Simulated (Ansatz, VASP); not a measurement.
**MgI2 in VASP and in Ansatz**

```
Mg I
1.0
     4.13879    0.00000    0.00000
    -2.06940    3.58430    0.00000
     0.00000    0.00000    7.68470
Mg I
1 2
Direct
  0.00000 0.00000 0.00000
  0.33333 0.66667 0.80507
  0.66667 0.33333 0.19493
```

Alike in both runs: task single point; functional PBE; k mesh 6 × 6 × 4; occupations gaussian, width 0.05 eV; no spin polarisation.

```csv
,VASP,Ansatz
version,VASP 6.6.1,Ansatz 0.2.0
potentials or method,"VASP PAW PBE potentials, release 64 (Mg, I)","scalar-relativistic, plane waves, PAW"
plane-wave cutoff (eV),520,520
valence electrons in the cell,16,44
```

VASP gave:

```
gap on the k mesh at the Fermi level (eV)       : 3.77
least direct gap on the mesh (eV)               : 4.19
pressure (GPa)                                  : 3.9
largest component of the traceless stress (GPa) : 0.89
rms of the force components (eV/Å)              : 0.540
```

**Question.** Estimate Ansatz's values.

**Answer.** gap on the k mesh at the Fermi level (eV): 3.79; least direct gap on the mesh (eV): 4.21; pressure (GPa): 4.0; largest component of the traceless stress (GPa): 0.88; rms of the force components (eV/Å): 0.544.

Atom by atom the forces differ by 0.004 eV/Å (rms over components). The two sets of potentials don't hold the same shells in valence.

Caveats: spin-orbit coupling is left out, which moves the levels of the heavy elements; this functional lacks dispersion, which binds the layers, so the pressure and a relaxed spacing across them are unreliable; forces of over 1 eV/Å show positions far from the minimum, so gaps and moduli don't describe the material at rest. A k mesh can miss the band edges.
